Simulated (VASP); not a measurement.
The system is GaN.

```xyz
4
Lattice="3.1800 0.0000 0.0000 -1.5900 2.7540 0.0000 0.0000 0.0000 5.1660" Properties=species:S:1:pos:R:3 pbc="T T T"
Ga    1.5900    0.9180    2.5830
Ga    0.0000    1.8360    0.0000
N     1.5900    0.9180    4.5203
N     0.0000    1.8360    1.9373
```

| Property | Result |
| --- | --- |
| Program | VASP 6.6.1 |
| Task | relaxation of cell and atoms |
| Functional | PBE |
| Dispersion | D3 |
| Potentials or basis | VASP PAW PBE potentials, release 64 (Ga_d, N) |
| Cutoff | 600 eV |
| k mesh | 10 × 10 × 5 |
| Occupations | fermi-dirac, width 0.05 eV |
| Spin | no spin polarisation |

At the start: pressure 4.1 GPa; volume 11.31 Å³/atom.

Task: Where does the relaxation end?

Result: Over 6 steps the energy falls by 3.6 meV/atom and the volume is 11.56 Å³/atom (+2.2 %); space group P6_3mc (No. 186, to 0.05 Å).

The path:
| step | energy change (eV) | largest force (eV/Å) | pressure (GPa) | volume (Å³) |
| --- | --- | --- | --- | --- |
| 1 | 0.0000 | 0.1200 | 4.12 | 45.24 |
| 2 | -0.0035 | 0.0848 | -3.32 | 47.17 |
| 3 | -0.0145 | 0.0013 | 0.17 | 46.25 |
| 4 | -0.0144 | 0.0059 | -0.18 | 46.30 |
| 5 | -0.0144 | 0.0024 | 0.16 | 46.22 |
| 6 | -0.0145 | 0.0013 | -0.01 | 46.25 |

Final structure:
```cif
data_structure
_symmetry_space_group_name_H-M 'P 1'
_symmetry_Int_Tables_number 1
_cell_length_a 3.1987
_cell_length_b 3.1987
_cell_length_c 5.2195
_cell_angle_alpha 90.000
_cell_angle_beta 90.000
_cell_angle_gamma 120.000
_cell_volume 46.25
loop_
_atom_site_label
_atom_site_type_symbol
_atom_site_fract_x
_atom_site_fract_y
_atom_site_fract_z
_atom_site_occupancy
Ga1 Ga 0.66667 0.33333 0.49940 1
Ga2 Ga 0.33333 0.66667 0.99940 1
N1 N 0.66667 0.33333 0.87560 1
N2 N 0.33333 0.66667 0.37560 1
```
